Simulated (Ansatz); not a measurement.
**From the elastic tensor of BaF2 to moduli and sound speeds**

All numbers below come from Ansatz, DFT PBEsol, scalar-relativistic, plane waves, PAW. Cutoff 420 eV, 6×6×6 k-points (Γ-centred), fixed occupations. No spin polarisation.

It takes space group Fm-3m (No. 225, cubic). Conventional cell: a = 6.137 Å, b = 6.137 Å, c = 6.137 Å, α = 90.00°, β = 90.00°, γ = 90.00°. Ba (site symmetry m-3m) has 8 F at 2.66 Å as nearest neighbours. Around F (site symmetry -43m) lie 4 Ba at 2.66 Å.

Relaxed-ion constants (GPa, on the Cartesian axes of the calculation):
```
95.8 44.7 44.7  0.0  0.0  0.0
44.7 95.8 44.7  0.0  0.0  0.0
44.7 44.7 95.8  0.0  0.0  0.0
 0.0  0.0  0.0 26.2  0.0  0.0
 0.0  0.0  0.0  0.0 26.2  0.0
 0.0  0.0  0.0  0.0  0.0 26.2
```

Density 5.037 g/cm³; 3 atoms in 57.80 Å³.

The values that follow are for a polycrystal of randomly turned grains, by Hill's mean where one number stands.

With S = C⁻¹: B_V = (C11+C22+C33+2(C12+C13+C23))/9, G_V = (C11+C22+C33−C12−C13−C23+3(C44+C55+C66))/15, 1/B_R = S11+S22+S33+2(S12+S13+S23), 15/G_R = 4(S11+S22+S33−S12−S13−S23)+3(S44+S55+S66); Hill is their mean. Then v_l = √((B+4G/3)/ρ), v_t = √(G/ρ), v_m = [(2/v_t³+1/v_l³)/3]^(−1/3) and Θ = (ħ/k_B)·v_m·(6π²n/V)^(1/3) for n atoms in the volume V; E = 9BG/(3B+G), ν = (3B−2G)/(2(3B+G)) and A^U = 5G_V/G_R + B_V/B_R − 6.

| Item | Value |
| --- | --- |
| Bulk modulus, Voigt / Reuss / Hill | 61.7 / 61.7 / 61.7 GPa |
| Shear modulus, Voigt / Reuss / Hill | 25.9 / 25.9 / 25.9 GPa |
| Young's modulus | 68 GPa |
| Poisson ratio | 0.316 |
| Pugh ratio B/G | 2.38 |
| Universal anisotropy index | 0.00 |
| Longitudinal and transverse sound speeds | 4372 and 2269 m/s |
| Debye temperature from the mean sound speed | 282 K |

Cost: 1 run of about 0.34 core-minutes, on Arm Neoverse V1 (shared hosts).